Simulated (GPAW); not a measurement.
# Ge (P6_3/mmc) in GPAW: single point with LDA

Aim: the single point of Ge with LDA.

All numbers are computed with GPAW 26.7.0; they aren't measurements. Logs are shortened: lines on timing, memory, paths and dates and some standing lists are left out, and cuts for length are marked. The log counts tension as positive stress, the text compression.

## 1. The structure

The structure is hexagonal, space group P6_3/mmc (No. 194). The conventional cell has a = 3.998 Å, b = 3.998 Å, c = 6.599 Å, α = 90.00°, β = 90.00°, γ = 120.00°. Ge (site symmetry 3m) has 4 Ge at 2.45 to 2.47 Å as nearest neighbours.

This isn't the form of Ge at room conditions, which is diamond.

## 2. Single point, LDA

The input, run.py:

```python
from ase.dft.bandgap import bandgap
from ase.io import write
from ase.spacegroup import crystal
from ase.units import GPa
from gpaw import GPAW, PW

# Ge 4f
atoms = crystal(['Ge'],
                basis=[[0.3333333333, 0.6666666667, 0.93709875]],
                spacegroup=194, setting=1,  # P6_3/mmc
                cellpar=[3.99758584, 3.99758584, 6.59937795, 90.0, 90.0, 120.0],
                primitive_cell=True)

calc = GPAW(mode=PW(400),
            xc='LDA',
            kpts={'size': (6, 6, 4), 'gamma': True},
            occupations={'name': 'fermi-dirac', 'width': 0.05},
            nbands=18,
            maxiter=120,
            txt='gpaw.txt')
atoms.calc = calc
energy = atoms.get_potential_energy()
forces = atoms.get_forces()
stress = atoms.get_stress()
calc.write('gs.gpw')
write('result.traj', atoms)
print(f'Energy: {energy:.6f} eV')
print('Forces (eV/A):')
print(forces.round(4))
print('Stress (GPa):', (stress / GPa).round(3))
print('Fermi level:', round(calc.get_fermi_level(), 4), 'eV')
print(f'Gap: {bandgap(calc)[0]:.4f} eV, direct: {bandgap(calc, direct=True)[0]:.4f} eV')
```

Potentials or basis: the program's PAW data sets (release 1.2.1) made for this functional, pw.

Command:

```bash
> OMP_NUM_THREADS=1 python run.py
```

gpaw.txt:

```text
__  _  _
 | _ |_)|_||  |
 |__||  | ||/\| - 26.7.0

Input parameters:
  mode=PW(ecut=400.0),
  kpts=MonkhorstPack(size=(6, 6, 4), gamma=True),
  maxiter=120,
  nbands=18,
  occupations=Occupations(name='fermi-dirac', width=0.05),
  xc=XC(name='LDA')

Diagonalizing LCAO Hamiltonian
Converting LCAO to pw mode

        Ge

        Ge
            Ge

            Ge

Atoms  # Å, Bohr magnetons
|   | symbol |         x |        y |        z |    initial magnetic moments |
|---|--------|-----------|----------|----------|-----------------------------|
| 0 |     Ge | -0.000000 | 2.308007 | 6.184269 | ( 0.0000,  0.0000,  0.0000) |
| 1 |     Ge |  1.998793 | 1.154004 | 2.884580 | ( 0.0000,  0.0000,  0.0000) |
| 2 |     Ge |  1.998793 | 1.154004 | 0.415109 | ( 0.0000,  0.0000,  0.0000) |
| 3 |     Ge | -0.000000 | 2.308007 | 3.714798 | ( 0.0000,  0.0000,  0.0000) |

Unit cell  # Å
| periodic |         x |        y |        z |  lengths |     angles |
|----------|-----------|----------|----------|----------|------------|
|      yes |  3.997586 | 0.000000 | 0.000000 | 3.997586 |  90.000000 |
|      yes | -1.998793 | 3.462011 | 0.000000 | 3.997586 |  90.000000 |
|      yes |  0.000000 | 0.000000 | 6.599378 | 6.599378 | 120.000000 |

Number of symmetries: 12
Symmetry operations  # r_c * U_cc + t_c -> r_c
|    | kind |            matrix            |
|----|------|------------------------------|
|  0 |  σ   |  1, 1, 0,  0,-1, 0,  0, 0, 1 |
|  1 |  S6  |  1, 1, 0, -1, 0, 0,  0, 0,-1 |
|  2 |  E   |  1, 0, 0,  0, 1, 0,  0, 0, 1 |
|  3 |  C2  |  1, 0, 0, -1,-1, 0,  0, 0,-1 |
|  4 |  C2  |  0, 1, 0,  1, 0, 0,  0, 0,-1 |
|  5 |  C3  |  0, 1, 0, -1,-1, 0,  0, 0, 1 |
|  6 |  S6  |  0,-1, 0,  1, 1, 0,  0, 0,-1 |
|  7 |  σ   |  0,-1, 0, -1, 0, 0,  0, 0, 1 |
|  8 |  σ   | -1, 0, 0,  1, 1, 0,  0, 0, 1 |
|  9 |  i   | -1, 0, 0,  0,-1, 0,  0, 0,-1 |
| 10 |  C3  | -1,-1, 0,  1, 0, 0,  0, 0, 1 |
| 11 |  C2  | -1,-1, 0,  0, 1, 0,  0, 0,-1 |

BZ-sampling:
  Number of BZ points: 144
  Number of IBZ points: 24

  Monkhorst-Pack size: [6, 6, 4]
  Monkhorst-Pack shift: [0.08333333333333333, 0.08333333333333333, 0.125]

K-points  # in reciprocal-cell coordinates
|     |                                coordinates |     weight |
|-----|--------------------------------------------|------------|
|   0 | (  0.00000000,   0.00000000,   0.00000000) | 0.00694444 |
|   1 | (  0.00000000,   0.00000000,   0.25000000) | 0.01388889 |
|   2 | (  0.00000000,   0.00000000,   0.50000000) | 0.00694444 |
|   3 | (  0.16666667,   0.00000000,  -0.25000000) | 0.04166667 |
|   4 | (  0.16666667,   0.00000000,   0.00000000) | 0.04166667 |
|   5 | (  0.16666667,   0.00000000,   0.25000000) | 0.04166667 |
|   6 | (  0.16666667,   0.00000000,   0.50000000) | 0.04166667 |
|   7 | (  0.33333333,  -0.16666667,   0.00000000) | 0.04166667 |
|   8 | (  0.33333333,  -0.16666667,   0.25000000) | 0.08333333 |
|   9 | (  0.33333333,  -0.16666667,   0.50000000) | 0.04166667 |
| ... |                                            |            |
|  23 | (  0.50000000,   0.50000000,   0.50000000) | 0.02083333 |

Plane wave coefficients: 1696
Cutoff: 400.0 eV

Spin-components: 1 (collinear spins)
Bands:           18
Projectors:      20
Spin-degeneracy: 2
Datatype:        complex128

Parallelization:
  kpt:    1
  domain: 1
  band:   1

Density:
  Valence electrons: 16.0
  Components: 1
  Grid points: [20 20 32]
  Charge: 0.0  # |e|

Potential:
  Grid points: [20 20 32]

species:
  Ge:
    name:    Germanium
    Z:       32.0
    valence: 4
    core:    28
    charge:  0.0  # [|e|]
    compensation charges:
      type: gauss
      rc: 0.32  # [Å]
      lmax: 2
    cutoffs:
      filter: 1.77  # [Å]
      core: 3.42  # [Å]
    projectors
    | kind |    occ | energy [eV] | rcut [Å] |
    |------|--------|-------------|----------|
    |   4s |  2.000 |     -11.940 |    1.005 |
    |   4p |  2.000 |      -4.047 |    1.005 |
    |    s |        |      15.272 |    1.005 |
    |    p |        |      23.164 |    1.005 |
    |    d |        |       0.000 |    1.005 |

    Using partial waves for Ge as LCAO basis

Reference energy: -228071.270857  # eV

eigensolver:
  PPCG
  Converge bands: occupied
  niter=2

density mixing:
  MSR1-Mixer
  Pratt-step length: 0.05
  Maximum mixing coefficient: 0.75
  Old densities: 10
  SVD Regularization: 0.005
  Good broyden scale: 1.0
  Trust region scale: 1.0
  Backstep threshold: 4.0
  History deletion threshold: 6.0
  Fourier metric: weight=20.0, sigma=0.015

occupation numbers:
  Fermi-Dirac:
    width: 0.0500  # eV

poisson solver:
  ecut: 3200.0  # eV

xc functional:
  name: None

convergence criteria:
- Maximum [total energy] change in last 3 cyles: 0.0005 eV / valence electron
- Maximum integral of absolute [dens]ity change: 0.0001 electrons / valence electron
- Maximum integral of absolute [eigenst]ate change: 4e-08 eV^2 / valence electron
maximum number of iterations: 120

SCF iterations
|iter     | |      energy | eigst |  dens |
|---------|-|-------------|-------|-------|
|iter:   1| |  -20.860142 | -0.45 |       |
|iter:   2| |  -20.839026 | -2.70 | -0.91 |
|iter:   3| |  -20.660456 | -2.46 | -0.93 |
|iter:   4| |  -20.654204 | -3.51 | -1.57 |
|iter:   5| |  -20.654136c| -5.08 | -2.43 |
|iter:   6| |  -20.654139c| -6.35 | -3.26 |
|iter:   7| |  -20.654140c| -7.60c| -3.72 |
|iter:   8| |  -20.654140c| -8.00c| -4.74c|

Converged in 8 steps
Energy contributions relative to reference atoms: (reference = -228071.270857)

Energy contributions:
  Kinetic:          49.809885
  Coulomb:         -44.914027
  Zero:              0.005062
  External:          0.000000
  Xc:              -25.554091
  Entropy:          -0.001937
  Spinorbit:         0.000000
  ----------------------------
  Free energy:     -20.655108
  Extrapolated:    -20.654140

dipole moment: (0.000251, 0.000435, 0.000829)  # |e|*Ang

Fermi level: 5.571
Eigenvalues  # (at kpt = [0.000, 0.000, 0.000])
| band index |      eig [eV] | occ [0-2] |
|------------|---------------|-----------|
|          0 |        -7.170 |     2.000 |
|          1 |        -5.155 |     2.000 |
|          2 |        -2.013 |     2.000 |
|          3 |         4.157 |     2.000 |
|          4 |         4.157 |     2.000 |
|          5 |         5.442 |     1.858 |
|          6 |         5.469 |     1.768 |
|          7 |         5.473 |     1.751 |
|          8 |         5.752 |     0.052 |
|          9 |         5.752 |     0.052 |
|         10 |         7.881 |     0.000 |
|         11 |         7.881 |     0.000 |
|         12 |         8.361 |     0.000 |
|         13 |        10.177 |     0.000 |
|         14 |        10.177 |     0.000 |
|         15 |        11.569 |     0.000 |
|        ... |               |           |
|         17 |        12.998 |     0.000 |

Gap: 0.171 eV
Transition (v -> c):
  (s=0, k=0, n=7, [0.00, 0.00, 0.00]) -> (s=0, k=1, n=8, [0.00, 0.00, 0.25])
Direct/indirect transitions are different
Direct gap: 0.251 eV
Transition at: (s=0, k=1, n=7, [0.00, 0.00, 0.25])

Forces  # eV/Ang
|        x |        y |        z |
|----------|----------|----------|
| -0.00000 | -0.00000 |  0.00210 |  # Ge   0
|  0.00000 |  0.00000 |  0.00213 |  # Ge   1
|  0.00000 |  0.00000 | -0.00210 |  # Ge   2
| -0.00000 | -0.00000 | -0.00213 |  # Ge   3

Stress tensor  # eV/Ang^3
|         x |         y |        z |
|-----------|-----------|----------|
|  0.008311 | -0.000000 | 0.000000 |
| -0.000000 |  0.008311 | 0.000000 |
|  0.000000 |  0.000000 | 0.012391 |

# Writing to gs.gpw (mode='')
```

Run time: 6.4 s. Hardware: 1 thread of INTEL XEON PLATINUM 8581C at 2.30GHz (Emerald Rapids), shared host; peak memory 0.15 GiB.

These settings aren't checked as converged: the numbers below hold their error.

Results:

- Free energy: -20.6551 eV
- Pressure: -1.5 GPa
- Band gap on the k mesh: 0.17 eV, indirect (least direct gap 0.25 eV)

Caveat: the cutoff is short for stress and forces, so pressures can be off by a GPa or more.
